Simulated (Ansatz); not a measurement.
## WS2 in Ansatz: the effect of Hubbard term

The system is WS2, a slab with vacuum.

```
W S
1.0
     3.18295    0.00000    0.00000
    -1.59148    2.75652    0.00000
     0.00000    0.00000   28.53222
W S
3 6
Direct
  0.66667 0.33333 0.43436
  0.66667 0.33333 0.88553
  0.00000 0.00000 0.65929
  0.66667 0.33333 0.60463
  0.00000 0.00000 0.37971
  0.00000 0.00000 0.83085
  0.66667 0.33333 0.71395
  0.00000 0.00000 0.48903
  0.00000 0.00000 0.94019
```

Alike in all runs:

- Program: Ansatz 0.2.0
- Task: density of states
- Functional: r2SCAN
- Potentials or basis: Ansatz PAW
- Cutoff: 500 eV (not typed: the program's choice for these potentials)
- k mesh: 7 × 7 × 1
- Occupations: fermi-dirac, width 0.05 eV
- Spin: no spin polarisation

```tsv
Hubbard term	gap on the mesh (eV)	largest force (eV/Å)
W d U = 2 eV	1.65	0.03
W d U = 3 eV	1.70	0.02
W d U = 4 eV	1.72	0.01
none	?	?
```

Q: What does the run with Hubbard term none give?

A: gap on the mesh 1.58 eV; largest force 0.04 eV/Å.

Worked out: A straight line through the other rows of the gap on the mesh, of slope 0.035 eV per eV, extrapolates to 1.59 eV, against the run's 1.58. A straight line through the other rows of the largest force, of slope -0.01 eV/Å per eV, extrapolates to 0.05 eV/Å, against the run's 0.04.

Caveats: odd divisions of the mesh miss points on the zone boundary, where band edges often lie, so the gap on the mesh can be too wide; spin-orbit coupling is left out, which moves the levels of the heavy elements; the PAW data sets come from PBE, with cores solved anew for the run's functional, which leaves a small shift of forces and pressure.

A k mesh can miss the band edges.
